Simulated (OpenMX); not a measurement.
**I under changes of volume**

One of the cells (42.631 Å³/atom); the others are scaled copies at fixed shape and fractional positions:

```
I
1.0
     3.63503   -2.39502    0.00000
     3.63503    2.39502    0.00000
     0.00000    0.00000    9.79344
I
4
Direct
  0.64930 0.35070 0.38440
  0.14930 0.85070 0.11560
  0.35070 0.64930 0.61560
  0.85070 0.14930 0.88440
```

| Quantity | Value |
| --- | --- |
| Program | OpenMX 3.8.5 |
| Functional | LDA |
| Potentials or basis | OpenMX 2013 LDA set, I7.0-s3p2d2f1, fixed grid of 42 × 42 × 100 points |
| k mesh | 7 × 7 × 3 |
| Occupations | fermi-dirac, width 0.05 eV |
| Spin | no spin polarisation |

```tsv
volume (Å³/atom)	energy over the lowest point (meV/atom)	gap on the mesh (eV)	largest force (eV/Å)
40.073	3.19	1.27	1.461
40.926	0.00	1.24	1.243
41.778	0.12	1.20	1.043
42.631	3.12	1.16	0.857
43.483	?	?	?
44.336	16.59	1.08	0.529
45.189	26.43	1.04	0.388
```

Problem. What does the run at 43.483 Å³/atom give?

Solution. Energy over the lowest point 8.72 meV/atom; gap on the mesh 1.12 eV; largest force 0.685 eV/Å.

Worked out: A Birch-Murnaghan fit of order 3 (a polynomial in V^(-2/3)) to the other rows has its minimum at 41.32 Å³/atom with B0 = V·E''(V) = 28 GPa and B' = 5.1 at fixed shape and positions, which overstates the stiffness. It gives 8.72 meV/atom at 43.483 Å³/atom, against the run's 8.72. A straight line through the other rows of the gap, of slope -1.95 eV per unit of ln V, gives 1.12 eV, against the run's 1.12.

Energies are extrapolated to zero smearing.

Caveats: spin-orbit coupling is left out, which moves the levels of the heavy elements; an odd mesh through Γ misses points on the zone boundary, where band edges often lie; the basis of atomic orbitals isn't converged, which shifts pressures, moduli and gaps; forces of over 1 eV/Å show positions far from the minimum, so gaps and moduli don't describe the material at rest (some runs).
